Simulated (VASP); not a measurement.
Output of a VASP run:

OUTCAR:
```
 ion  position               nearest neighbor table
   1  0.000  0.000  0.000-   2 2.95   2 2.95   2 2.95   2 2.95   2 2.95   2 2.95
   2  0.500  0.500  0.500-   1 2.95   1 2.95   1 2.95   1 2.95   1 2.95   1 2.95
  LATTYP: Found a face centered cubic cell.
 ALAT       =     5.9027637210
 Subroutine PRICEL returns:
 Original cell was already a primitive cell.
 Subroutine GETGRP returns: Found 48 space group operations
The static configuration has the point symmetry O_h .
The dynamic configuration has the point symmetry O_h .
 Subroutine INISYM returns: Found 48 space group operations
 Subroutine IBZKPT returns following result:
 Found     35 irreducible k-points:

 Following reciprocal coordinates:
            Coordinates               Weight
  0.000000  0.000000  0.000000      1.000000
  0.111111  0.000000  0.000000      8.000000
  0.222222  0.000000  0.000000      8.000000
  0.333333  0.000000  0.000000      8.000000
  0.444444  0.000000  0.000000      8.000000
  0.111111  0.111111  0.000000      6.000000
  0.222222  0.111111  0.000000     24.000000
  0.333333  0.111111  0.000000     24.000000
  0.444444  0.111111  0.000000     24.000000
 -0.444444  0.111111  0.000000     24.000000
 -0.333333  0.111111  0.000000     24.000000
 -0.222222  0.111111  0.000000     24.000000
 -0.111111  0.111111  0.000000     12.000000
  0.222222  0.222222  0.000000      6.000000
  0.333333  0.222222  0.000000     24.000000
  0.444444  0.222222  0.000000     24.000000
 -0.444444  0.222222  0.000000     24.000000
 -0.333333  0.222222  0.000000     24.000000
 -0.222222  0.222222  0.000000     12.000000
  0.333333  0.333333  0.000000      6.000000
  0.444444  0.333333  0.000000     24.000000
 -0.444444  0.333333  0.000000     24.000000
 -0.333333  0.333333  0.000000     12.000000
  0.444444  0.444444  0.000000      6.000000
 -0.444444  0.444444  0.000000     12.000000
  0.333333  0.222222  0.111111     24.000000
  0.444444  0.222222  0.111111     48.000000
 -0.444444  0.222222  0.111111     48.000000
  0.444444  0.333333  0.111111     24.000000
 -0.444444  0.333333  0.111111     48.000000
 -0.333333  0.333333  0.111111     48.000000
 -0.222222  0.333333  0.111111     24.000000
 -0.444444  0.444444  0.111111     24.000000
 -0.333333  0.444444  0.111111     24.000000
 -0.333333  0.444444  0.222222     24.000000
   k-points           NKPTS =     35   k-points in BZ     NKDIM =     35   number of bands    NBANDS=      9
   number of dos      NEDOS =    601   number of ions     NIONS =      2
   total plane-waves  NPLWV =  32768
   dimension x,y,z NGX =    32 NGY =   32 NGZ =   32
   dimension x,y,z NGXF=    64 NGYF=   64 NGZF=   64
   ions per type =               1   1
   PREC   = accura    normal or accurate (medium, high low for compatibility)
   ISTART =      0    job   : 0-new  1-cont  2-samecut
   ICHARG =      2    charge: 1-file 2-atom 10-const
   ISPIN  =      1    spin polarized calculation?
   LNONCOLLINEAR =      F non collinear calculations
   LSORBIT =      F    spin-orbit coupling
   INIWAV =      1    electr: 0-lowe 1-rand  2-diag
   ENCUT  =  520.0 eV  38.22 Ry    6.18 a.u.   7.76  7.76  7.76*2*pi/ulx,y,z
   NELM   =    100;   NELMIN=  2; NELMDL= -5     # of ELM steps
   EDIFF  = 0.1E-06   stopping-criterion for ELM
   LREAL  =      F    real-space projection
   NLSPLINE    = F    spline interpolate recip. space projectors
   LMAXMIX     =    4 max onsite mixed and CHGCAR
   VOSKOWN=      0    Vosko Wilk Nusair interpolation
   EDIFFG = 0.1E-05   stopping-criterion for IOM
   NSW    =      0    number of steps for IOM
   NBLOCK =      1;   KBLOCK =      1    inner block; outer block
   IBRION =     -1    ionic relax: 0-MD 1-quasi-New 2-CG
   NFREE  =      0    steps in history (QN), initial steepest desc. (CG)
   ISIF   =      2    stress and relaxation
   ISYM   =      2    0-nonsym 1-usesym 2-fastsym
   TEIN   =    0.0    initial temperature
   TEBEG  =    0.0;   TEEND  =   0.0 temperature during run
...
```

**OSZICAR**
```
       N       E                     dE             d eps       ncg     rms          rms(c)
DAV:   1     0.359881269128E+02    0.35988E+02   -0.36622E+03   630   0.952E+02
DAV:   2    -0.433434210005E+01   -0.40322E+02   -0.39771E+02   828   0.137E+02
DAV:   3    -0.611108913276E+01   -0.17767E+01   -0.17748E+01   804   0.326E+01
DAV:   4    -0.616838431466E+01   -0.57295E-01   -0.57222E-01   969   0.602E+00
DAV:   5    -0.616898761125E+01   -0.60330E-03   -0.60327E-03   846   0.609E-01    0.218E+00
DAV:   6    -0.615660759596E+01    0.12380E-01   -0.17692E-02   860   0.786E-01    0.138E+00
DAV:   7    -0.615678756523E+01   -0.17997E-03   -0.21394E-02   907   0.923E-01    0.262E-01
DAV:   8    -0.615697847159E+01   -0.19091E-03   -0.21842E-03   684   0.356E-01    0.489E-02
DAV:   9    -0.615698408197E+01   -0.56104E-05   -0.59984E-05   875   0.709E-02    0.247E-02
DAV:  10    -0.615698491301E+01   -0.83104E-06   -0.85572E-06   750   0.224E-02    0.104E-02
DAV:  11    -0.615698722351E+01   -0.23105E-05   -0.24423E-06   712   0.130E-02    0.388E-03
DAV:  12    -0.615698773246E+01   -0.50895E-06   -0.68138E-08   686   0.233E-03    0.283E-03
DAV:  13    -0.615698740080E+01    0.33166E-06   -0.36095E-08   418   0.156E-03    0.445E-04
DAV:  14    -0.615698742241E+01   -0.21609E-07   -0.35378E-09   374   0.578E-04
   1 F= -.61569874E+01 E0= -.61569874E+01  d E =0.000000E+00
```

OUTCAR:
```
------------------------ aborting loop because EDIFF is reached ----------------------------------------
  FORCE on cell =-STRESS in cart. coord.  units (eV):
  Direction    XX          YY          ZZ          XY          YZ          ZX
  --------------------------------------------------------------------------------------
  Total       -0.0001281     -0.0001281     -0.0001281     -0.0000000      0.0000000      0.0000000
  in kB       -0.0039924     -0.0039924     -0.0039924     -0.0000000      0.0000000      0.0000000
  external PRESSURE =      -0.0039924 kB  Pullay stress =       0.0000000 kB
  volume of cell :       51.42
      direct lattice vectors                 reciprocal lattice vectors
     0.000000000  2.951381861  2.951381861    -0.169412168  0.169412168  0.169412168
     2.951381861  0.000000000  2.951381861     0.169412168 -0.169412168  0.169412168
     2.951381861  2.951381861  0.000000000     0.169412168  0.169412168 -0.169412168
 POSITION                                       TOTAL-FORCE (eV/Angst)
 -----------------------------------------------------------------------------------
      0.00000      0.00000      0.00000         0.000000      0.000000      0.000000
      2.95138      2.95138      2.95138         0.000000      0.000000      0.000000
 -----------------------------------------------------------------------------------
    total drift:                                0.000000     -0.000000      0.000000
  FREE ENERGIE OF THE ION-ELECTRON SYSTEM (eV)
  ---------------------------------------------------
  free  energy   TOTEN  =        -6.1569874224 eV

  energy  without entropy=       -6.1569874224  energy(sigma->0) =       -6.15698742

 total charge

# of ion       s       p       d       tot
------------------------------------------
    1        2.006   0.037   0.000   2.042
    2        1.496   2.838   0.008   4.341
--------------------------------------------------
tot          3.502   2.875   0.008   6.384
```
(Selected blocks of OUTCAR.)

POSCAR:
```
LiI
1
    0.0000000000     2.9513818605     2.9513818605
    2.9513818605     0.0000000000     2.9513818605
    2.9513818605     2.9513818605     0.0000000000
Li I
1 1
Direct
  0.0000000000   0.0000000000   0.0000000000
  0.5000000000   0.5000000000   0.5000000000
```

Q: Reconstruct the remaining input files.

A: One answer among several that fit: the input of the run itself, PBEsol GGA, plane waves, VASP's PBE PAW potentials (set 64).

INCAR:
```
LORBIT = 11   # lm-projected
NELM = 100   # most electronic steps
LREAL = .FALSE.
LWAVE = .FALSE.
EDIFF = 1E-7   # SCF stop (eV)
GGA = PS
SYSTEM = LiI
LCHARG = .TRUE.
PREC = Accurate
ISIF = 2   # forces and stress, cell fixed
LASPH = .TRUE.   # aspherical one-centre terms
ISMEAR = -5
ENCUT = 520   # plane-wave cut-off (eV)
LMAXMIX = 4   # l cut-off of mixed one-centre charges
ALGO = Normal   # blocked Davidson
NEDOS = 601   # DOS grid
```

### KPOINTS
```
Regular mesh
0
G
9 9 9
0 0 0
```

POTCAR, in this order: Li_sv I (PBE.64 set). Program: vasp_std.

The compound is LiI in the rock salt structure. It was relaxed first, which changed the volume by -6 %.
